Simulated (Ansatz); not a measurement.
**CuAu under changes of volume**

One of the cells (15.351 Å³/atom); the others are scaled copies at fixed shape and fractional positions:

```
Au Cu
1.0
     1.44306    0.83315    4.25617
    -1.44306    0.83315    4.25617
     0.00000   -1.66630    4.25617
Au Cu
1 1
Direct
  0.00000 0.00000 0.00000
  0.50000 0.50000 0.50000
```

The cell comes from a database or a generator and needn't be the stable form of this composition.

| Item | Value |
| --- | --- |
| Program | Ansatz 0.2.0 |
| Functional | LDA |
| Potentials or basis | Ansatz PAW |
| Cutoff | 420 eV (not typed: the program's choice for these potentials) |
| k mesh | 11 × 11 × 11 |
| Occupations | fermi-dirac, width 0.05 eV |
| Spin | no spin polarisation |

| volume (Å³/atom) | energy over the lowest point (meV/atom) | pressure (GPa) |
| --- | --- | --- |
| 14.430 | 0.00 | -4.4 |
| 14.737 | ? | ? |
| 15.044 | 28.99 | -10.4 |
| 15.351 | 51.26 | -12.8 |
| 15.658 | 77.79 | -14.9 |
| 15.965 | 108.01 | -16.6 |
| 16.272 | 141.40 | -18.2 |

**Question.** What does the run at 14.737 Å³/atom give?

**Answer.** Energy over the lowest point 11.65 meV/atom; pressure -7.6 GPa.

Worked out: A Birch-Murnaghan fit of order 3 (a polynomial in V^(-2/3)) to the other rows has its minimum at 14.06 Å³/atom, just outside them, with B0 = V·E''(V) = 185 GPa and B' = 5.4 at fixed shape and positions, which overstates the stiffness. It gives 11.65 meV/atom at 14.737 Å³/atom, against the run's 11.65, and -dE/dV = -7.6 GPa, against -7.6.

Energies are extrapolated to zero smearing.

Caveats: the PAW data sets come from PBE, with cores solved anew for the run's functional, which leaves a small shift of forces and pressure.
